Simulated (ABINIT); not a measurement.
Wanted: the native input for an ABINIT 10.8.3 (patched build) run.

| Quantity | Value |
| --- | --- |
| Task | single point |
| Functional | BLYP |
| Potentials or basis | JTH PAW PBE v2.0 |
| Cutoff | 707 eV |
| k mesh | 8 × 8 × 8 |
| Occupations | fermi-dirac, width 0.05 eV |
| Spin | no spin polarisation |
| Fine-grid cutoff | 1306.15 eV |

The system is CdS.

```
Cd S
1.0
     0.00000    2.75324    2.75324
     2.75324    0.00000    2.75324
     2.75324    2.75324    0.00000
Cd S
1 1
Cartesian
  0.0000 0.0000 0.0000
  2.7532 2.7532 2.7532
```

Measurements of this composition are mostly on another form, of space group No. 186.

The input as run:

run.abi

```
pp_dirpath "./"
pseudos "Cd.GGA_PBE-JTH.xml, S.GGA_PBE-JTH.xml"

acell 3*1.0 Angstrom
rprim
     0.0000000000     2.7532440000     2.7532440000
     2.7532440000     0.0000000000     2.7532440000
     2.7532440000     2.7532440000     0.0000000000
ntypat 2
znucl 48 16
natom 2
typat 1 2
xred
     0.0000000000     0.0000000000     0.0000000000
     0.5000000000     0.5000000000     0.5000000000

ecut 26.0
pawecutdg 48.0
pawxcdev 0

kptopt 1
ngkpt 8 8 8
nshiftk 1
shiftk 0.0 0.0 0.0

ixc -106131

nband 13
occopt 3
tsmear 0.05 eV

nstep 100
tolvrs 1.0e-9

iomode 3
prtwf 0
prtden 0
prteig 0
prtebands 0
enunit 2
```

Potentials or basis: JTH PAW PBE v2.0.

Command:

```console
$ abinit run.abi > log 2>&1
```

It gave:

The pressure is 4.0 GPa, the band gap on the k mesh is 0.13 eV, indirect (least direct gap 1.50 eV) and the valence electrons inside the program's atomic spheres are Cd 10.34; S 3.59.

Caveat: the PAW data sets were made with another functional, which shifts forces and pressure a little.

Wall time 32 s on 1 thread of Arm Neoverse V1, with other jobs on the host, peak memory 0.13 GiB.
